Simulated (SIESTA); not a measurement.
## Y under changes of volume

One of the cells (33.672 Å³/atom); the others are scaled copies at fixed shape and fractional positions:

```
CELL_PARAMETERS angstrom
3.67156 0.00000 0.00000
-1.83578 3.17966 0.00000
0.00000 0.00000 5.76855
ATOMIC_POSITIONS crystal
Y 0.66667 0.33333 0.75000
Y 0.33333 0.66667 0.25000
```

```yaml
Program: SIESTA 5.4.2
Functional: PBEsol
Potentials_or_basis: PseudoDojo 0.4 standard (PBEsol files)
Basis: DZP (energy shift 0.003 Ry; two zetas on semicore shells)
Grid_cutoff: 800 Ry
Energy_shift: 0.003 Ry
k_mesh: 8 × 8 × 5
Occupations: fermi-dirac, width 0.05 eV
Spin: no spin polarisation
```

| volume (Å³/atom) | energy over the lowest point (meV/atom) | pressure (GPa) |
| --- | --- | --- |
| 31.031 | ? | ? |
| 31.691 | 0.00 | -0.3 |
| 32.351 | 3.03 | -1.1 |
| 33.672 | 18.79 | -2.6 |
| 34.332 | 31.06 | -3.3 |
| 34.992 | 45.96 | -3.9 |

**Question.** What does the run at 31.031 Å³/atom give?

**Answer.** Energy over the lowest point 0.50 meV/atom; pressure 0.6 GPa.

Worked out: A Birch-Murnaghan fit of order 3 (a polynomial in V^(-2/3)) to the other rows has its minimum at 31.46 Å³/atom, just outside them, with B0 = V·E''(V) = 42 GPa (rough, since the energies scatter) at fixed shape and positions, which overstates the stiffness. It gives 0.54 meV/atom at 31.031 Å³/atom, against the run's 0.50, and -dE/dV = 0.6 GPa, against 0.6.

Energies are extrapolated to zero smearing.

Caveats: the basis of atomic orbitals isn't converged, which shifts pressures, moduli and gaps.
